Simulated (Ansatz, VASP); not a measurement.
# Mg in VASP and in Ansatz

Contents of INCAR:

```
PREC = Accurate ; ENCUT = 600
EDIFF = 1E-6 ; ISMEAR = 0
SIGMA = 0.1 ; LREAL = False
LASPH = True ; NELM = 100
ALGO = Normal ; ISIF = 4
LWAVE = False ; LCHARG = False
GGA = PE ; IBRION = 2
NSW = 50 ; EDIFFG = -0.01
```

Contents of KPOINTS:

```
regular mesh
0
Gamma
  15 15 8
```

POSCAR

```
Mg
1.0
    3.2418485384      0.0000000000      0.0000000000
   -1.6209242692      2.8075231895      0.0000000000
    0.0000000000      0.0000000000      5.1888058696
Mg
2
Direct
    0.3333333333      0.6666666667      0.2500000000
    0.6666666667      0.3333333333      0.7500000000
```

Input for Ansatz:

```yaml
crystal:
  lattice:
    - [3.2418485384, 0.0, 0.0]
    - [-1.6209242692, 2.8075231895, 0.0]
    - [0.0, 0.0, 5.1888058696]
  atoms:
    - { symbol: Mg, position: [0.3333333333, 0.6666666667, 0.25] }
    - { symbol: Mg, position: [0.6666666667, 0.3333333333, 0.75] }
basis:
  ecutwfc: 420
kpoints:
  mp_grid: { grid: [15, 15, 8] }
hamiltonian:
  xc: pbe
scf:
  occupations: { method: gaussian, width: 0.1 }
output:
  forces: true
  stress: true
  eigenvalues: true
relax:
  adjacent_minimum: "off"
  f_tol: 0.01
  max_steps: 30
  cell: { stress_tol: 0.1, fix: [volume] }
```

Alike in both runs: task relaxation of shape and atoms at fixed volume; functional PBE; k mesh 15 × 15 × 8; occupations gaussian, width 0.1 eV; no spin polarisation.

|  | VASP | Ansatz |
| --- | --- | --- |
| version | VASP 6.6.1 | Ansatz 0.2.0 |
| potentials or method | VASP PAW PBE potentials, release 64 (Mg) | scalar-relativistic, plane waves, PAW |
| plane-wave cutoff (eV) | 600 | 420 |
| valence electrons in the cell | 4 | 20 |

|  | VASP | Ansatz | Ansatz less VASP |
| --- | --- | --- | --- |
| gap on the k mesh at the Fermi level, each at its own relaxed structure (eV) | none | none | - |
| relaxed volume (Å³/atom) | 23.61 | 23.61 | 0.000 |
| relaxed cell length with the largest relative difference (Å) | 3.242 | 3.242 | 0.0000 |

A gap of «none» marks a metal or a gap that the smearing closes. The two sets of potentials don't hold the same shells in valence.

Caveats: the relaxation stopped at its first step, so nothing moved.
